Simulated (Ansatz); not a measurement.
Runs of Ansatz 0.2.0 on FeO. It takes space group Fm-3m (No. 225, cubic). Conventional cell: a = 4.311 Å, b = 4.311 Å, c = 4.311 Å, α = 90.00°, β = 90.00°, γ = 90.00°. Fe (site symmetry m-3m) is surrounded by 6 O at 2.16 Å. O (site symmetry m-3m) is surrounded by 6 Fe at 2.16 Å. 

```csv
task,level,potentials or basis,spin,U,cell,k mesh,cutoff (eV),points for each segment of the path,hubbard projectors,double counting,mesh quality,gap on the mesh (eV),pressure (GPa),moment (μB),V0 of scaled cells (Å³/atom),relaxed volume (Å³/atom),B0 (GPa)
equation of state,PBE,PseudoDojo standard,"collinear, ferromagnetic start",-,as given,11 × 11 × 11,1225,-,-,-,not flagged,-,-,-,9.96,-,186
band structure,PBEsol,Ansatz PAW,"collinear, ferromagnetic start",-,as given,6 × 6 × 6,420,14,-,-,coarse,none,-8.2,4.01,-,-,-
single point,PBE,Ansatz PAW,off,-,as given,11 × 11 × 11,420,-,-,-,not flagged,none,-25.7,-,-,-,-
single point,PBE,Ansatz PAW,"collinear, ferromagnetic start",-,as given,11 × 11 × 11,420,-,-,-,not flagged,none,(b),4.00,-,-,-
relaxation of cell and atoms,PBE+U,Ansatz PAW,"collinear, ferromagnetic start",Fe d U = 3 eV,relaxed,11 × 11 × 11,420,-,ortho-atomic (the default),fll (the default),not flagged,0.49,0.0,4.00,-,(a),-
relaxation of cell and atoms,PBE+U,Ansatz PAW,"collinear, ferromagnetic start",Fe d U = 8 eV,relaxed,11 × 11 × 11,420,-,ortho-atomic (the default),fll (the default),not flagged,(c),0.0,4.00,-,11.07,-
band structure,LDA,Ansatz PAW,"collinear, ferromagnetic start",-,as given,6 × 6 × 6,420,14,-,-,coarse,none,-15.4,4.00,-,-,-
equation of state,PBE,PseudoDojo stringent,"collinear, ferromagnetic start",-,as given,11 × 11 × 11,1605,-,-,-,not flagged,-,-,-,9.96,-,186
```

Alike in all rows: smearing fermi-dirac 0.05 eV.

Task: Fill in the values left out.

Result: (a) 10.56; (b) -0.2; (c) 1.00.

Caveats: some runs use coarse meshes; a cell with one magnetic atom can't hold antiferromagnetic order, which such compounds often take (some runs); semilocal functionals often make such compounds metallic where correlation or magnetic order opens a gap, which also shifts bond lengths (some runs); the PAW data sets come from PBE, with cores solved anew for the run's functional, which leaves a small shift of forces and pressure (some runs); the magnetic or orbital state may not be the lowest (some runs); the electronic state changed during the relaxation (some runs); odd divisions of the mesh miss points on the zone boundary, where band edges often lie, so the gap on the mesh can be too wide (some runs); the plane-wave basis is chosen anew once the cell has moved, so the energies of steps on either side of that aren't comparable (some runs).

A k mesh can miss the band edges.

A gap of «none» marks a metal or a gap under the smearing width.
